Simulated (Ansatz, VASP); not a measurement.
**Two plane-wave programs on TiAl**

```xyz
2
Lattice="3.1791 0.0000 0.0000 0.0000 3.1791 0.0000 0.0000 0.0000 3.1791" Properties=species:S:1:pos:R:3 pbc="T T T"
Ti    0.0000    0.0000    0.0000
Al    1.5895    1.5895    1.5895
```

The cell comes from a database or a generator and needn't be the stable form of this composition.

Alike in both runs: functional r2SCAN; k mesh 5 × 5 × 5; occupations fermi-dirac, width 0.05 eV; no spin polarisation.

|  | VASP | Ansatz |
| --- | --- | --- |
| version | VASP 6.6.1 | Ansatz 0.2.0 |
| potentials or method | VASP PAW PBE potentials, release 64 (Ti_sv, Al) | Ansatz PAW |
| plane-wave cutoff (eV) | 520 | 500 |
| valence electrons in the cell | 15 | 15 |
| task | single point | band structure |

```tsv
	VASP	Ansatz	Ansatz less VASP
gap on the k mesh at the Fermi level (eV)	none	none	-
pressure (GPa)	-0.7	-0.8	-0.14
```

A gap of «none» marks a metal or a gap that the smearing closes. The functional is the same, so the differences come from potentials, cutoffs and numerics.

Caveats: the k mesh is coarse (spacing up to 0.40 Å⁻¹), so the values aren't converged; the PAW data sets were made with another functional, which shifts forces and pressure a little (VASP); the PAW data sets come from PBE, with cores solved anew for the run's functional, which leaves a small shift of forces and pressure (Ansatz).
